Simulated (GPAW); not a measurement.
LiF, 2 atoms in the cell. Symmetry: Pm-3m, No. 221, cubic system. Conventional cell: a = 2.560 Å, b = 2.560 Å, c = 2.560 Å, α = 90.00°, β = 90.00°, γ = 90.00°. F (site symmetry m-3m) has 8 Li at 2.22 Å as nearest neighbours. Li (site symmetry m-3m) is surrounded by 8 F at 2.22 Å. Measurements of this composition are mostly on another form, of space group No. 225.

* Program: GPAW 26.7.0
* Task: single point
* Functional: PBE
* Potentials or basis: GPAW PAW data sets (gpaw-data 1.2.1)
* Cutoff: 800 eV
* Basis: pw
* k mesh: 10 × 10 × 10
* Occupations: gaussian, width 0.05 eV
* Spin: no spin polarisation
* Maxiter: 150

Potentials or basis: GPAW PAW data sets (gpaw-data 1.2.1), pw.

Launch:

```bash
$ OMP_NUM_THREADS=1 python run.py
```

Hardware: 1 thread of Arm Neoverse V1, on a shared host.

Q: Estimate the wall time of this run.

A: Run time: 11 s on 1 thread of Arm Neoverse V1, with other jobs on the host, peak memory 0.14 GiB. Counts: scf iterations 9, plane waves 912, bands 11, k points 56.
